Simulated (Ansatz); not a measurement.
An added F started as a split pair with a F atom in rocksalt LiF, 65 atoms, charge 0

All numbers come from Ansatz (PAW, plane waves, no spin–orbit coupling) at the single k point (¼, ¼, ¼) without its symmetry partners. The atoms were relaxed with PBEsol in a fixed cell; other functionals are single points on those atoms unless said otherwise. The valence top and gap of the host come from its small cell on a dense mesh, with the band extrema sought between the mesh points, lined up by the mean potential, PBEsol gap 9.05 eV, HSE06 (atoms relaxed with HSE06) gap 11.54 eV.

Cell: a = 8.015 Å, b = 8.015 Å, c = 8.015 Å, α = 90.00°, β = 90.00°, γ = 90.00°.

Nearest atoms after relaxation, from the placed atom (for vacancies from the middle of the vacant sites): Li at 1.80 Å, Li at 1.82 Å, Li at 1.82 Å, F at 1.83 Å, F at 2.32 Å, F at 2.32 Å, F at 2.35 Å, Li at 2.56 Å.

Chemical potentials μ are those of reference phases of the elements at zero temperature by the same functional (the usual solids, diamond for C, grey Sn, and the molecules H2, N2, O2, F2, Cl2, Br2 and S8).

```tsv
functional	E(defect) − E(host) − Σ nμ + q·E_VBM (eV)	monopole (eV)	alignment (eV)	formation energy at E_F = VBM (eV)	moment (μB)	wall time, shared host
PBEsol	1.94	0.00	0.00	1.94	1.0	8.5 s on NVIDIA GB300 (relaxation)
HSE06 (atoms relaxed with HSE06)	2.23	0.00	0.00	2.23	1.0	28 s on NVIDIA GB300 (relaxation)
```

HSE06 (atoms relaxed with HSE06) one-electron levels near the gap (the ten most localised at most), from the host's valence top:

```
level (eV)  spin  filling  atoms sharing it  element of the atom with most weight
      0.01    up     1.00              20.0                                spread
      0.08  down     1.00              21.0                                spread
      0.15    up     1.00              19.1                                     F
      0.23    up     1.00               6.8                                     F
      0.23    up     1.00              15.2                                     F
      0.25  down     1.00              12.6                                     F
      0.30  down     1.00              12.2                                     F
      0.36  down     1.00               5.4                                     F
      0.60    up     1.00               7.8                                     F
      4.91  down     0.00               2.5                                     F
```

All elements are taken at their own reference at once; growth conditions in equilibrium with the host shift these energies, by up to the host's formation enthalpy.

One k point and a cell of this size can leave errors of several tenths of an eV in such numbers.
